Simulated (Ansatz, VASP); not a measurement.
# One calculation of Sb, two programs

```
Sb
1.0
     0.00000    2.39490    2.39490
     2.39490    0.00000    2.39490
     2.39490    2.39490    0.00000
Sb
1
Direct
  0.00000 0.00000 0.00000
```

Alike in both runs: functional PBE; k mesh 14 × 14 × 14; occupations fermi-dirac, width 0.08 eV; no spin polarisation.

Ansatz relaxed the structure, and its values are those at the end. VASP's run is a single point on that final structure, the one shown.

|  | VASP | Ansatz |
| --- | --- | --- |
| version | VASP 6.6.1 | Ansatz 0.2.0 |
| potentials or method | VASP PAW PBE potentials, release 64 (Sb) | PAW with Ansatz's default frozen-core files, scalar-relativistic |
| plane-wave cutoff (eV) | 520 | 420 |
| valence electrons in the cell | 5 | 15 |

```csv
,VASP,Ansatz,Ansatz less VASP
pressure (GPa),-0.1,0.0,+0.14
```

The two sets of potentials don't hold the same shells in valence.

Spin-orbit coupling is left out, which matters for the levels of Sb.
